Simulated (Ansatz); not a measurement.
ZnS built on the wurtzite prototype at its r2SCAN geometry, in the plane-wave code Ansatz. The base run uses HSE06 on a modest mesh; each further run changes one setting, sensibly or not. Doubtful ones may also carry a cap on iterations. All numbers are computed, and spin polarisation is off unless an edit sets a moment.

Base input:
```yaml
crystal:
  lattice:
    - [3.8054508206, 0.0, 0.0]
    - [-1.9027254103, 3.2956170835, 0.0]
    - [0.0, 0.0, 6.2439930788]
  atoms:
    - { symbol: Zn, position: [0.3333333333, 0.6666666667, 0.0003381272] }
    - { symbol: Zn, position: [0.6666666667, 0.3333333333, 0.5003381272] }
    - { symbol: S, position: [0.3333333333, 0.6666666667, 0.3746618728] }
    - { symbol: S, position: [0.6666666667, 0.3333333333, 0.8746618728] }
kpoints:
  mp_grid: { grid: [6, 6, 2] }
hamiltonian:
  xc: hse06
scf:
  occupations: { method: fixed }
  n_extra_bands: 5
output:
  forces: true
  stress: true
  eigenvalues: true
```

Base results:
```
Basis set: ecut = 420 eV, 1521 PW (Γ)
Symmetry: 12 space group operations
Space group: P63mc (ITA 186)
k-points: 14 of 72
Exchange kernel: α = 0.2500, screened, ω = 0.2079 Å⁻¹, Wigner–Seitz truncation, v(0) = 1027.2442 eV·Å³, q-mesh 6×6×2
hybrid SCF converged: 2 outer / 15 inner (+3 warm-up)
Free energy (F): -8446.794427 eV
Fermi energy:    5.174495 eV
--- Forces (eV/Å), atoms counted from 1 ---
  atom   1  Zn      0.00000      0.00000    -0.00116
  atom   2  Zn      0.00000      0.00000    -0.00116
  atom   3  S       0.00000      0.00000      0.00114
  atom   4  S       0.00000      0.00000      0.00114
--- Stress (GPa, compression-positive) ---
        1.615279       0.000000       0.000000
        0.000000       1.615279       0.000000
        0.000000       0.000000       1.471584
  P = ⅓ Tr σ = 1.5674 GPa (15.674 kbar)
--- Band table (eV; the first three rows and the last of 14) ---
  k-point 0: bands = […, -0.5066, 4.2185, 4.2185, 5.0861, 5.1745, 5.1745, 8.6200, 9.5220, 12.7652, 12.7652, …]
  k-point 1: bands = […, 2.0653, 2.0653, 4.6746, 4.6746, 4.6746, 4.6746, 10.0143, 10.0143, 13.2201, 13.2201, …]
  k-point 2: bands = […, -0.2362, 2.9248, 3.7984, 3.8157, 4.8278, 4.9339, 9.7578, 10.4966, 12.2200, 13.2685, …]
  k-point 13: bands = […, 0.0756, 0.0756, 1.8848, 1.8848, 3.7413, 3.7413, 10.9252, 10.9252, 12.6360, 12.6360, …]
```
The gap over this mesh is 3.446 eV.

Command: `ansatz run input.yaml --threads 4 --pin off --max-ram 3686MiB --backend cpu --events-out ev --progress --plain --runs-dir out`. It took 30 s on 4 threads of Arm Neoverse N1, on a shared host, load about 0.8 per core; peak host memory 1.1 GiB.

Question: Predict the outcome of this edit.
```yaml
hamiltonian:
  xc: { exchange: pbe, correlation: pbe, exx: { coeff: 1.0, omega: 0.1 } }
```

Answer: That is 100 % exact exchange, screened with ω = 0.1 1/Å, against HSE06's 25 % screened at 0.208 1/Å. The mean stress moves by -1.3 GPa and the gap on the mesh by +5.355 eV (to 8.801). Totals of different functionals aren't comparable. The program warns that on this mesh the truncation of the exchange isn't bounded, so part of the change can be an error of the mesh.
Lines that differ from the base's log, and the results:
```
Exchange kernel: α = 1.0000, screened, ω = 0.1000 Å⁻¹, Wigner–Seitz truncation, v(0) = 3391.6607 eV·Å³, q-mesh 6×6×2
hybrid SCF converged: 4 outer / 22 inner (+3 warm-up)
Free energy (F): -8453.349832 eV
Fermi energy:    2.068881 eV
--- Forces (eV/Å), atoms counted from 1 ---
  atom   1  Zn      0.00000      0.00000    -0.01999
  atom   2  Zn      0.00000      0.00000    -0.01999
  atom   3  S       0.00000      0.00000      0.01994
  atom   4  S       0.00000      0.00000      0.01994
--- Stress (GPa, compression-positive) ---
        0.433566       0.000000       0.000000
        0.000000       0.433566       0.000000
        0.000000       0.000000      -0.072675
  P = ⅓ Tr σ = 0.2648 GPa (2.648 kbar)
--- Band table (eV; the first three rows and the last of 14) ---
  k-point 0: bands = […, -4.5136, 0.9664, 0.9664, 1.9582, 2.0689, 2.0689, 10.8695, 11.8292, 15.2060, 15.2060, …]
  k-point 1: bands = […, -1.5468, -1.5468, 1.4933, 1.4933, 1.4933, 1.4933, 12.3750, 12.3750, 15.6308, 15.6308, …]
  k-point 2: bands = […, -4.1622, -0.5007, 0.4855, 0.5992, 1.6774, 1.7965, 12.0143, 12.8767, 14.5980, 15.7145, …]
  k-point 13: bands = […, -3.7573, -3.7573, -1.8262, -1.8262, 0.4547, 0.4547, 13.1764, 13.1764, 14.4270, 14.4270, …]
```

Question: The input is altered as follows. How does the run end?
```yaml
scf:
  max_iter: 78
basis:
  ecutrho_ratio: 8
```

Answer: Energy, stress and gap stay within 1 meV an atom, 0.1 GPa and 0.005 eV of the base. The result hardly depends on this setting here.

Question: These lines are set or replaced. What follows?
```yaml
hamiltonian:
  xc: { exchange: pbe, correlation: pbe, exx: { coeff: 0.75, omega: 0.1 } }
```

Answer: That is 75 % exact exchange, screened with ω = 0.1 1/Å, against HSE06's 25 % screened at 0.208 1/Å. The mean stress moves by -1.0 GPa and the gap on the mesh by +3.638 eV (to 7.083). Totals of different functionals aren't comparable. The program warns that on this mesh the truncation of the exchange isn't bounded, so part of the change can be an error of the mesh.
```
Exchange kernel: α = 0.7500, screened, ω = 0.1000 Å⁻¹, Wigner–Seitz truncation, v(0) = 3391.6607 eV·Å³, q-mesh 6×6×2
hybrid SCF converged: 3 outer / 18 inner (+3 warm-up)
Free energy (F): -8450.875388 eV
Fermi energy:    3.077088 eV
--- Forces (eV/Å), atoms counted from 1 ---
  atom   1  Zn      0.00000      0.00000    -0.01404
  atom   2  Zn      0.00000      0.00000    -0.01404
  atom   3  S       0.00000      0.00000      0.01413
  atom   4  S       0.00000      0.00000      0.01413
--- Stress (GPa, compression-positive) ---
        0.652894       0.000000       0.000000
        0.000000       0.652894       0.000000
        0.000000       0.000000       0.261512
  P = ⅓ Tr σ = 0.5224 GPa (5.224 kbar)
--- Band table (eV; the first three rows and the last of 14) ---
  k-point 0: bands = […, -3.2559, 2.0136, 2.0136, 2.9708, 3.0771, 3.0771, 10.1606, 11.1008, 14.4509, 14.4509, …]
  k-point 1: bands = […, -0.4114, -0.4114, 2.5209, 2.5209, 2.5209, 2.5209, 11.6397, 11.6397, 14.8911, 14.8911, …]
  k-point 2: bands = […, -2.9309, 0.5888, 1.5485, 1.6336, 2.6955, 2.8120, 11.3162, 12.1317, 13.8544, 14.9772, …]
  k-point 13: bands = […, -2.5625, -2.5625, -0.6550, -0.6550, 1.5083, 1.5083, 12.4882, 12.4882, 13.9039, 13.9039, …]
```

The program warns that its thresholds are loose for a hybrid's stress.

The meshes of the hybrids are coarse, so their gaps aren't converged to the digits shown.
